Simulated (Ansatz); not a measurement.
The system is CoO.

```
Co O
1.0
     1.50547    0.86918    2.43993
    -1.50547    0.86918    2.43993
     0.00000   -1.73837    2.43993
Co O
1 1
Direct
  0.00000 0.00000 0.00000
  0.50000 0.50000 0.50000
```

The cell is a database's computed one.

Base run:

| Item | Value |
| --- | --- |
| Program | Ansatz 0.2.0 |
| Functional | RPBE |
| Potentials or basis | Ansatz PAW |
| Cutoff | 420 eV (not typed: the program's choice for these potentials) |
| k mesh | 11 × 11 × 11 |
| Occupations | fermi-dirac, width 0.05 eV |
| Spin | collinear spin, ferromagnetic start |
| Starting moments | [2.0, 0.0] μB |

Its results: band gap on the k mesh none (metal or under the smearing width); pressure 6.2 GPa; net moment 2.93 μB per cell; site moments Co +2.50; O +0.32 μB.

Task: The run is repeated on the same cell with these changes: functional from RPBE to revPBE. What comes out?

Result: Band gap on the k mesh none (metal or under the smearing width); pressure 4.5 GPa; net moment 2.93 μB per cell; site moments Co +2.50; O +0.32 μB.

Caveats: a cell with one magnetic atom can't hold antiferromagnetic order, which such compounds often take; semilocal functionals often make such compounds metallic where correlation or magnetic order opens a gap, which also shifts bond lengths; the PAW data sets come from PBE, with cores solved anew for the run's functional, which leaves a small shift of forces and pressure.
